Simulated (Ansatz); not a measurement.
CdSe (F-43m) from a database of computed structures: an Ansatz output whose functional has been blanked. Cell and atoms come from a relaxation with r2SCAN.

```xyz
2
Lattice="0.0000 3.0678 3.0678 3.0678 0.0000 3.0678 3.0678 3.0678 0.0000" Properties=species:S:1:pos:R:3 pbc="T T T"
Cd    0.0000    0.0000    0.0000
Se    4.6017    4.6017    4.6017
```

```
Crystal: 2 atoms, lattice volume = 57.745 Å³
Basis set: ecut = 420 eV, 1139 PW (Γ)
Bands: 44, of which v1, the nominal top of the filled ones, is band 36 counted from 1 (35 counted from 0)
Symmetry: 24 space group operations + 24 with time reversal
Magnetic group: BNS 216.75 (UNI 1577)
k-points: 8 of 64 (time reversal used)
[warm-up without exact exchange]
SCF 1 stopped early in 6 iterations: F = -13727.594741 eV  dr2 = 8.91e-6
[exact exchange on]
preconditioner: auto → none  [insulator: Δε(μ)=1.315 eV  σ=0.020 eV  ℏωp=20.7 eV]
SCF 2 stopped early in 6 iterations: F = -13728.414619 eV  dr2 = 7.92e-6
hybrid outer 1: dexx = +9.817e-3 eV, tail = 7.86e-5 eV
SCF 3 converged in 4 iterations: F = -13728.414855 eV  dr2 = 8.24e-8
hybrid outer 2: dexx = +6.356e-7 eV, tail = 2.22e-7 eV, Δε = 5.56e-3 eV
hybrid SCF converged: 2 outer / 10 inner (+6 warm-up)
Free energy (F): -13728.414855 eV
Fermi energy:    7.366664 eV
--- Band table (eV; the first three rows and the last of 8) ---
  k-point 0: bands = […, -2.0442, -2.0442, 6.2689, 6.2689, 6.6784, 6.6784, 6.6784, 6.6784, 8.0411, 8.0411, 13.2334, 13.2334, 13.6322, 13.6322, …]
  k-point 1: bands = […, -2.0014, -1.9866, 3.8358, 3.8358, 6.0025, 6.0025, 6.2573, 6.2813, 9.7527, 9.7527, 13.4690, 13.4690, 13.9214, 13.9214, …]
  k-point 2: bands = […, -1.7119, -1.7119, 2.0270, 2.0270, 5.6456, 5.6456, 5.9129, 5.9129, 9.8802, 9.8802, 13.9086, 13.9086, 14.0693, 14.0693, …]
  k-point 7: bands = […, -1.6345, -1.4999, 2.3939, 2.5343, 4.1151, 4.3106, 4.3202, 4.3648, 12.5156, 12.6181, 12.6841, 12.7361, 13.9447, 14.1468, …]
```

The file bands.tsv (bands near the Fermi energy, numbered from 0, rounded):
```tsv
# k_distance	band_26	band_27	band_28	band_29	band_30	band_31	band_32	band_33	band_34	band_35	band_36	band_37	band_38	band_39	band_40	band_41	band_42	band_43
# fermi_ev = 7.366662
# [0, 0, 0] at k_distance = 0.000000
# [-0.5, -0.5, 0] at k_distance = 1.024053
# [-0.375, -0.375, 0.25] at k_distance = 1.386111
# [-0.375, 0, 0.375] at k_distance = 2.013213
# [0, 0, 0.5] at k_distance = 2.640315
# [-0.5, -0.25, 0.25] at k_distance = 3.364430
# levels_relative_to = fermi_ev
0.000	-9.411	-9.411	-9.411	-9.411	-1.098	-1.098	-0.688	-0.688	-0.688	-0.688	0.674	0.674	5.867	5.867	6.266	6.266	6.266	6.266
1.024	-9.354	-9.354	-9.014	-9.014	-5.046	-5.046	-2.787	-2.787	-2.641	-2.641	3.164	3.164	3.891	3.891	9.332	9.332	10.548	10.548
1.386	-9.372	-9.324	-9.030	-8.898	-5.009	-4.880	-3.460	-3.360	-2.365	-2.364	3.799	3.802	5.270	5.377	8.363	8.453	8.783	8.874
2.013	-9.372	-9.324	-9.030	-8.898	-5.009	-4.880	-3.460	-3.360	-2.365	-2.364	3.799	3.802	5.270	5.377	8.363	8.453	8.783	8.874
2.640	-9.332	-9.332	-9.079	-9.079	-5.340	-5.340	-1.721	-1.721	-1.454	-1.454	2.514	2.514	6.542	6.542	6.703	6.703	7.581	7.581
3.364	-9.362	-9.336	-9.001	-8.867	-4.973	-4.832	-3.252	-3.056	-3.046	-3.002	5.149	5.251	5.317	5.369	6.578	6.780	7.677	7.739
```
In order the rows are Γ, X, U, K, L, W.

Q: Which functional gave these numbers?
A. HSE06+SOC
B. r2SCAN+SOC
C. PBE+SOC
D. PBE

A: A. HSE06+SOC. The exchange loop shows exact exchange. Each band holds one electron and the count is doubled, so the run is non-collinear with spin-orbit coupling. HSE06+SOC gives a direct gap of 1.36 eV at Γ.

Wall time 40 s on 1 × NVIDIA H100 80GB HBM3 with 2 threads of AMD EPYC 7R13 Processor (Zen 3), with other jobs on the host, load about 2.2 per core; peak host memory 1.5 GiB.

No magnetic order and no zero-point or thermal motion.

The meshes of the hybrids are coarse, so their gaps aren't converged to the digits shown.
